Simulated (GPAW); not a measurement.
MgSi:

```xyz
2
Lattice="2.9084 0.0000 0.0000 0.0000 2.9084 0.0000 0.0000 0.0000 4.1034" Properties=species:S:1:pos:R:3 pbc="T T T"
Si    1.4542    1.4542    2.0517
Mg    0.0000    0.0000    0.0000
```

The cell comes from a database or a generator and needn't be the stable form of this composition.

| Item | Value |
| --- | --- |
| Program | GPAW 26.7.0 |
| Task | relaxation of cell and atoms |
| Functional | PBEsol |
| Potentials or basis | PAW data sets generated in the run's folder for this functional |
| Cutoff | 800 eV |
| Basis | pw |
| k mesh | 8 × 8 × 6 |
| Occupations | fermi-dirac, width 0.05 eV |
| Spin | no spin polarisation |

At the start: pressure -1.8 GPa; volume 17.35 Å³/atom.

**Question.** How do energy, volume and symmetry change on relaxing?

**Answer.** Over 6 steps the energy falls by 5.2 meV/atom and the volume is 16.95 Å³/atom (-2.4 %); space group P4/mmm (No. 123, to 0.05 Å).

The path:
```
step  energy change (eV)  largest force (eV/Å)  pressure (GPa)  volume (Å³)
   1              0.0000                0.0000           -1.78        34.71
   2             -0.0029                0.0000           -1.50        34.57
   3             -0.0103                0.0000            0.31        33.73
   4             -0.0104                0.0000            0.17        33.79
   5             -0.0104                0.0000            0.09        33.83
   6             -0.0104                0.0000           -0.02        33.89
```

Final structure:
```yaml
crystal:
  lattice:
    - [2.90549, 0.00000, 0.00000]
    - [0.00000, 2.90549, 0.00000]
    - [0.00000, 0.00000, 4.01480]
  atoms:
    - { symbol: Si, position: [0.50000, 0.50000, 0.50000] }
    - { symbol: Mg, position: [0.00000, 0.00000, 0.00000] }
```

Caveat: later steps reuse the first step's grids.
